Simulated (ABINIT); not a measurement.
The system is Ge.

```
CELL_PARAMETERS angstrom
4.09041 0.00000 0.00000
-2.04520 3.54240 0.00000
0.00000 0.00000 3.32658
ATOMIC_POSITIONS crystal
Ge 0.66667 0.33333 0.14086
Ge 0.33333 0.66667 0.85914
```

The cell was built by a generator and needn't be a form met in nature.

| Property | Result |
| --- | --- |
| Program | ABINIT 10.8.3 (patched build) |
| Task | single point |
| Functional | PBE |
| Potentials or basis | JTH PAW PBE v2.0 |
| Cutoff | 599 eV |
| k mesh | 8 × 8 × 8 |
| Occupations | fermi-dirac, width 0.05 eV |
| Spin | no spin polarisation |

On this cell: pressure -2.0 GPa; largest force 0.006 eV/Å; band gap on the k mesh none (metal or under the smearing width).

The same run follows on a disturbed copy (atoms moved at random, drawn with an rms of 0.05 Å):

```xyz
2
Lattice="4.0904 0.0000 0.0000 -2.0452 3.5424 0.0000 0.0000 0.0000 3.3266" Properties=species:S:1:pos:R:3 pbc="T T T"
Ge    1.9971    1.1519    0.4838
Ge   -0.0172    2.4013    2.8822
```

Question: What changes?

Answer: The energy (extrapolated to zero smearing) moves by +9.8 meV/atom; pressure -1.8 GPa; largest force 0.535 eV/Å; band gap on the k mesh none (metal or under the smearing width).

Forces in eV/Å, atoms in the order of the input:
```
Ge   0.193  0.497  0.048
Ge  -0.193 -0.497 -0.048
```

Stress tensor (GPa, compression positive):
```
-1.86 -0.57  0.55
-0.57  0.88  1.57
 0.55  1.57 -4.38
```
